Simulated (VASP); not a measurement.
# Br (I4/mmm) in VASP: reference runs, part 2 of 2

VASP 6.6.1. The steps go on from the part before.

## (6) Equation of state, PBE, 28.42 Å³/atom (volume scaled by 0.98)

File INCAR:

```
  ALGO = Normal
  EDIFF = 1E-7
  ENCUT = 520
  GGA = PE
  ISIF = 2
  ISMEAR = -1
  LASPH = T
  LCHARG = F
  LREAL = F
  LWAVE = F
  NBANDS = 10
  NELM = 60
  PREC = Accurate
  SIGMA = 0.05
```

File KPOINTS:

```
k-points
0
Gamma
  13 13 13
```

File POSCAR:

```
Br
1.0
   -1.4139377815      1.4139377815      3.5535064628
    1.4139377815     -1.4139377815      3.5535064628
    1.4139377815      1.4139377815     -3.5535064628
Br
1
Direct
    0.0000000000      0.0000000000      0.0000000000
```

Potentials or basis: VASP PAW PBE potentials, release 64 (Br).

Started as:

```bash
$ cat potpaw_PBE.64/Br/POTCAR > POTCAR
$ mpirun -np 1 vasp_std > vasp.out
```

It took 64 s on 1 thread of Intel Xeon Platinum 8488C (Sapphire Rapids), shared host; peak memory 0.19 GiB.

The run converged. Its results:

```yaml
Free_energy: -1.4370 eV
Pressure: 2.2 GPa
Band_gap_on_the_k_mesh: none (metal or under the smearing width)
```

Caveat: an odd number of electrons without spin polarisation forces a metal; a magnetic or distorted state may lie lower.

## (7) Equation of state, PBE, 29.58 Å³/atom (volume scaled by 1.02)

File INCAR:

```
SYSTEM = Br
PREC = Accurate ; ENCUT = 520
EDIFF = 1E-7 ; ISMEAR = -1
SIGMA = 0.05 ; LREAL = .False.
LASPH = .True. ; NELM = 100
ALGO = Normal ; ISIF = 2
LWAVE = .False. ; LCHARG = .False.
GGA = PE ; NBANDS = 10
```

File KPOINTS:

```
regular mesh
0
Gamma
  13 13 13
  0 0 0
```

File POSCAR:

```
Br
1.0
   -1.4329190771      1.4329190771      3.6012102285
    1.4329190771     -1.4329190771      3.6012102285
    1.4329190771      1.4329190771     -3.6012102285
Br
1
Direct
    0.0000000000      0.0000000000      0.0000000000
```

Potentials or basis: VASP PAW PBE potentials, release 64 (Br).

Started as:

```bash
$ cat potpaw_PBE.64/Br/POTCAR > POTCAR
$ mpirun -np 1 vasp_std > vasp.out
```

OUTCAR:

```text
SYSTEM = Br
   PREC = Accurate
   ENCUT = 520
   EDIFF = 1E-7
   ISMEAR = -1
   LREAL = .False.
   LASPH = .True.
   NELM = 100
   ISIF = 2
   GGA = PE

 ion  position               nearest neighbor table
   1  0.000  0.000  0.000-

  LATTYP: Found a body centered tetragonal cell.
 ALAT       =     2.8658381542
 C/A-ratio  =     2.5131986070

  Lattice vectors:

 A1 = (  -1.4329190771,   1.4329190771,   3.6012102285)
 A2 = (   1.4329190771,  -1.4329190771,   3.6012102285)
 A3 = (   1.4329190771,   1.4329190771,  -3.6012102285)

Analysis of symmetry for initial positions (statically):
=====================================================================
 Subroutine PRICEL returns:
 Original cell was already a primitive cell.

 Routine SETGRP: Setting up the symmetry group for a
 body centered tetragonal supercell.

 Subroutine GETGRP returns: Found 16 space group operations
 (whereof 16 operations were pure point group operations)
 out of a pool of 16 trial point group operations.

The static configuration has the point symmetry D_4h.

Analysis of symmetry for dynamics (positions and initial velocities):
=====================================================================
 Subroutine PRICEL returns:
 Original cell was already a primitive cell.

 Routine SETGRP: Setting up the symmetry group for a
 body centered tetragonal supercell.

 Subroutine GETGRP returns: Found 16 space group operations
 (whereof 16 operations were pure point group operations)
 out of a pool of 16 trial point group operations.

The dynamic configuration has the point symmetry D_4h.

 Subroutine INISYM returns: Found 16 space group operations
 (whereof 16 operations are pure point group operations),
 and found     1 'primitive' translations

----------------------------------------------------------------------------------------

                                     Primitive cell

  volume of cell :      29.5768

  direct lattice vectors                    reciprocal lattice vectors
    -1.432919077  1.432919077  3.601210228     0.000000000  0.348938058  0.138842214
     1.432919077 -1.432919077  3.601210228     0.348938058  0.000000000  0.138842214
     1.432919077  1.432919077 -3.601210228     0.348938058  0.348938058  0.000000000

  length of vectors
     4.132218444  4.132218444  4.132218444     0.375546174  0.375546174  0.493472934

  position of ions in fractional coordinates (direct lattice)
     0.000000000  0.000000000  0.000000000

  ion indices of the primitive-cell ions
   primitive index   ion index
                 1           1

----------------------------------------------------------------------------------------

 KPOINTS: regular mesh

Automatic generation of k-mesh.
 Grid dimensions read from file:
 generate k-points for:   13   13   13

 Generating k-lattice:

  Cartesian coordinates                     Fractional coordinates (reciprocal lattice)
     0.000000000  0.026841389  0.010680170     0.076923077 -0.000000000  0.000000000
     0.026841389  0.000000000  0.010680170    -0.000000000  0.076923077  0.000000000
     0.026841389  0.026841389  0.000000000     0.000000000  0.000000000  0.076923077

  Length of vectors
     0.028888167  0.028888167  0.037959456

  Shift w.r.t. Gamma in fractional coordinates (k-lattice)
     0.000000000  0.000000000  0.000000000

 Subroutine IBZKPT returns following result:
 ===========================================

 Found    196 irreducible k-points:

 Following reciprocal coordinates:
            Coordinates               Weight
  0.000000  0.000000  0.000000      1.000000
  0.076923  0.000000  0.000000      8.000000
  0.153846 -0.000000  0.000000      8.000000
  0.230769  0.000000 -0.000000      8.000000
  0.307692 -0.000000  0.000000      8.000000
  0.384615 -0.000000  0.000000      8.000000
[... 42 lines left out ...]
 -0.461538  0.461538  0.000000      4.000000
  0.076923  0.076923  0.076923      8.000000
 [... further k-points ...]
   k-points           NKPTS =    196   k-points in BZ     NKDIM =    196   number of bands    NBANDS=     10
   number of dos      NEDOS =    301   number of ions     NIONS =      1
   total plane-waves  NPLWV =  32768
   dimension x,y,z NGX =    32 NGY =   32 NGZ =   32
   dimension x,y,z NGXF=    64 NGYF=   64 NGZF=   64
   ions per type =               1
   NGX,Y,Z   is equivalent  to a cutoff of  12.87, 12.87, 12.87 a.u.
   NGXF,Y,Z  is equivalent  to a cutoff of  25.75, 25.75, 25.75 a.u.
 SYSTEM =  Br
   PREC   = accura    normal or accurate (medium, high low for compatibility)
   ISTART =      0    job   : 0-new  1-cont  2-samecut
   ICHARG =      2    charge: 1-file 2-atom 10-const
   ISPIN  =      1    spin polarized calculation?
   LNONCOLLINEAR =      F non collinear calculations
   LSORBIT =      F    spin-orbit coupling
   LASPH  =      T    aspherical Exc in radial PAW
   ENCUT  =  520.0 eV  38.22 Ry    6.18 a.u.   7.68  7.68  7.68*2*pi/ulx,y,z
   NELM   =    100;   NELMIN=  2; NELMDL= -5     # of ELM steps
   EDIFF  = 0.1E-06   stopping-criterion for ELM
   LREAL  =      F    real-space projection
   EDIFFG = 0.1E-05   stopping-criterion for IOM
   NSW    =      0    number of steps for IOM
   IBRION =     -1    ionic relax: 0-MD 1-quasi-New 2-CG
   NFREE  =      0    steps in history (QN), initial steepest desc. (CG)
   ISIF   =      2    stress and relaxation
   ISYM   =      2    0-nonsym 1-usesym 2-fastsym
   POTIM  = 0.5000    time-step for ionic-motion
   TEBEG  =    0.0;   TEEND  =   0.0 temperature during run
   PSTRESS=    0.0 pullay stress
   NELECT =       7.0000    total number of electrons
   NUPDOWN=      -1.0000    fix difference up-down
   EMIN   =  10.00;   EMAX   =-10.00  energy-range for DOS
   EFERMI =   0.00;   METHOD = LEGACY
   ISMEAR =    -1;   SIGMA  =   0.05  broadening in eV -4-tet -1-fermi 0-gaus
   EFERMI_NEDOS =   21; number of points for ismear=-14 and -15
   IALGO  =     38    algorithm
   IMIX   =      4    mixing-type and parameters
     AMIX     =   0.40;   BMIX     =  1.00
     AMIX_MAG =   1.60;   BMIX_MAG =  1.00
  volume/ion in A,a.u.               =      29.58       199.59
  Fermi-wavevector in a.u.,A,eV,Ry     =   1.012644  1.913620 13.952073  1.025448
  Thomas-Fermi vector in A             =   2.145766
   LORBIT       =      0    0 simple, 1 ext, 2 COOP (PROOUT), +10 PAW based schemes
   GGA     = PE    functional components
   LHFCALC =     F    Hartree Fock is set to
   AEXX    =    0.0000 exact exchange contribution
   IVDW    =     0    specifies the selected vdW correction
   LEPSILON=     F    determine dielectric tensor
   LRPA    =     F    only Hartree local field effects (RPA)
 non-spin polarized calculation
  energy-cutoff  :      520.00
  volume of cell :       29.58
 maximum number of plane-waves:       818
   NGX = 15   NGY = 15   NGZ = 15

 number of electron       6.9999999 magnetization

 Free energy of the ion-electron system (eV)
  ---------------------------------------------------
  ext. energy  EPLUGINS =         0.00000000
  ---------------------------------------------------
  free energy    TOTEN  =        -1.44738281 eV

  energy without entropy =       -1.44254818  energy(sigma->0) =       -1.44496549

 E-fermi :   1.2386     XC(G=0):  -8.5484

 val. band max:        1.1667264563   @ k =  -0.2308   0.3077   0.0769
 cond. band min:       1.2711677222   @ k =  -0.3077   0.3846   0.1538
 fundamental gap:      0.1044412658
 Fermi energy:         1.2385539343

 k-point     1 :       0.0000    0.0000    0.0000
  band No.  band energies     occupation
      1     -14.8993      2.00000
      2      -0.9972      2.00000
      3       2.1495      0.00000
      4       2.1495      0.00000
      5       6.7107      0.00000
      6      11.0967      0.00000
      7      11.5112      0.00000
      8      17.0766      0.00000
      9      17.0766      0.00000
     10      17.6831      0.00000
[... 495 lines left out ...]
 k-point    40 :       0.4615    0.3077   -0.0000
  band No.  band energies     occupation
      1     -12.4445      2.00000
      2      -3.4842      2.00000
      3      -1.4177      2.00000
      4       0.0257      2.00000
      5       8.6368      0.00000
      6       9.5292      0.00000
      7      13.0218      0.00000
      8      15.4236      0.00000
      9      17.0366      0.00000
     10      19.8810      0.00000

 [... further k-points ...]

------------------------ aborting loop because EDIFF is reached ----------------------------------------

  FORCE on cell =-STRESS in cart. coord.  units (eV):
  Direction    XX          YY          ZZ          XY          YZ          ZX
  --------------------------------------------------------------------------------------
  -------------------------------------------------------------------------------------
  Total        0.0446005      0.0446005      0.2830115      0.0000000      0.0000000      0.0000000
  in kB        2.4160063      2.4160063     15.3307322      0.0000000      0.0000000      0.0000000
  external PRESSURE =       6.7209149 kB  Pullay stress =       0.0000000 kB

 VOLUME and BASIS-vectors are now :
 -----------------------------------------------------------------------------
  energy-cutoff  :      520.00
  volume of cell :       29.58
      direct lattice vectors                 reciprocal lattice vectors
    -1.432919077  1.432919077  3.601210228     0.000000000  0.348938058  0.138842214
     1.432919077 -1.432919077  3.601210228     0.348938058  0.000000000  0.138842214
     1.432919077  1.432919077 -3.601210228     0.348938058  0.348938058  0.000000000

 POSITION                                       TOTAL-FORCE (eV/Angst)
 -----------------------------------------------------------------------------------
      0.00000      0.00000      0.00000         0.000000     -0.000000      0.000000
 -----------------------------------------------------------------------------------
    total drift:                               -0.000000      0.000000      0.000000

  FREE ENERGIE OF THE ION-ELECTRON SYSTEM (eV)
  ---------------------------------------------------
  free  energy   TOTEN  =        -1.4473828068 eV

  energy  without entropy=       -1.4425481828  energy(sigma->0) =       -1.44496549
```

OSZICAR:

```text
N       E                     dE             d eps       ncg     rms          rms(c)
DAV:   1     0.215453964412E+02    0.21545E+02   -0.28902E+03  3936   0.536E+02
DAV:   2    -0.537403544197E+00   -0.22083E+02   -0.21420E+02  5144   0.966E+01
DAV:   3    -0.148661624102E+01   -0.94921E+00   -0.92722E+00  4774   0.185E+01
DAV:   4    -0.149014596676E+01   -0.35297E-02   -0.35295E-02  4922   0.135E+00
DAV:   5    -0.149015598410E+01   -0.10017E-04   -0.10017E-04  4778   0.676E-02    0.581E+00
DAV:   6    -0.146008733552E+01    0.30069E-01   -0.19443E-02  4354   0.777E-01    0.355E+00
DAV:   7    -0.144742741817E+01    0.12660E-01   -0.39667E-02  4364   0.113E+00    0.145E-01
DAV:   8    -0.144737844644E+01    0.48972E-04   -0.11739E-03  4304   0.217E-01    0.444E-02
DAV:   9    -0.144738044421E+01   -0.19978E-05   -0.11624E-05  5064   0.244E-02    0.855E-03
DAV:  10    -0.144738265312E+01   -0.22089E-05   -0.35092E-06  4322   0.118E-02    0.689E-03
DAV:  11    -0.144738276345E+01   -0.11033E-06   -0.18024E-07  4790   0.262E-03    0.102E-03
DAV:  12    -0.144738280679E+01   -0.43340E-07   -0.23013E-08  3356   0.102E-03
   1 F= -.14473828E+01 E0= -.14449655E+01  d E =-.483462E-02
```

Wall time 40 s (1 thread of Intel Xeon Platinum 8488C (Sapphire Rapids), shared host); peak memory 0.2 GiB.

Results:

| Property | Result |
| --- | --- |
| Free energy | -1.4474 eV |
| Pressure | 0.7 GPa |
| Band gap on the k mesh | none (metal or under the smearing width) |

Caveat: an odd number of electrons without spin polarisation forces a metal; a magnetic or distorted state may lie lower.

## (8) Equation of state, PBE, 30.16 Å³/atom (volume scaled by 1.04)

File INCAR:

```
SYSTEM = Br
PREC = Accurate
ENCUT = 520
EDIFF = 1E-7
ISMEAR = -1
SIGMA = 0.05
LREAL = .FALSE.
LASPH = .TRUE.
NELM = 100
ALGO = Normal
ISIF = 2
LWAVE = .FALSE.
LCHARG = .FALSE.
GGA = PE
NBANDS = 10
```

File KPOINTS:

```
regular mesh
0
G
  13 13 13
  0 0 0
```

File POSCAR:

```
Br
1.0
   -1.4422240072      1.4422240072      3.6245953657
    1.4422240072     -1.4422240072      3.6245953657
    1.4422240072      1.4422240072     -3.6245953657
Br
1
Direct
    0.0000000000      0.0000000000      0.0000000000
```

Started as:

```bash
$ cat potpaw_PBE.64/Br/POTCAR > POTCAR
$ mpirun -np 1 vasp_std > vasp.out
```

Run time: 44 s. Hardware: 1 thread of Intel Xeon Platinum 8488C (Sapphire Rapids), shared host; peak memory 0.2 GiB.

It converged, with:

- Free energy: -1.4486 eV
- Pressure: 0.0 GPa
- Band gap on the k mesh: none (metal or under the smearing width)

Caveat: an odd number of electrons without spin polarisation forces a metal; a magnetic or distorted state may lie lower.

## (9) Equation of state, PBE, 30.74 Å³/atom (volume scaled by 1.06)

File INCAR:

```
  ALGO = Normal
  EDIFF = 1E-7
  ENCUT = 520
  GGA = PE
  ISIF = 2
  ISMEAR = -1
  LASPH = T
  LCHARG = F
  LREAL = F
  LWAVE = F
  NBANDS = 10
  NELM = 100
  PREC = Accurate
  SIGMA = 0.05
```

File KPOINTS:

```
k-points
0
Gamma
  13 13 13
```

File POSCAR:

```
Br
1.0
   -1.4514103950      1.4514103950      3.6476825829
    1.4514103950     -1.4514103950      3.6476825829
    1.4514103950      1.4514103950     -3.6476825829
Br
1
Direct
    0.0000000000      0.0000000000      0.0000000000
```

Potentials or basis: VASP PAW PBE potentials, release 64 (Br).

Started as:

```bash
$ cat potpaw_PBE.64/Br/POTCAR > POTCAR
$ mpirun -np 1 vasp_std > vasp.out
```

It took 43 s on 1 thread of Intel Xeon Platinum 8488C (Sapphire Rapids), shared host; peak memory 0.21 GiB.

The run converged. Its results:

```
Free energy            : -1.4476 eV
Pressure               : -0.6 GPa
Band gap on the k mesh : none (metal or under the smearing width)
```

Caveat: an odd number of electrons without spin polarisation forces a metal; a magnetic or distorted state may lie lower.

## (10) Equation of state, PBE

This step only gathers the single runs of the series.

What came out:

- Equilibrium volume: 30.18 Å³/atom
- Bulk modulus at fixed shape and positions: 32 GPa
- Pressure derivative of the bulk modulus: 5.1

Energy against volume, from the lowest point:
```csv
volume (Å³/atom),energy (meV/atom)
27.257,34.71
27.837,21.36
28.417,11.59
28.997,5.00
29.577,1.24
30.157,0.00
30.737,0.99
```

Caveat: the cell was scaled at fixed shape and fractional positions, which overstates the stiffness of a crystal with free parameters, most of all of layers and chains.

## (11) Summary

```tsv
task	cell	gap on the mesh (eV)	pressure (GPa)
single point	as given	none	1.4
single point	cell strained at random at fixed volume	none	1.0
equation of state	as given	-	-
```

Alike in all rows: level PBE; potentials or basis VASP PAW PBE potentials, release 64 (Br); no spin polarisation; k mesh 13 × 13 × 13; cutoff (eV) 520; smearing fermi-dirac 0.05 eV.

Caveats: an odd number of electrons without spin polarisation forces a metal (some runs); a magnetic or distorted state may lie lower (some runs); the cell was scaled at fixed shape and fractional positions, which overstates the stiffness of a crystal with free parameters, most of all of layers and chains (some runs).

Total energies depend on the potentials used, so only differences within one code and one set of settings carry meaning.
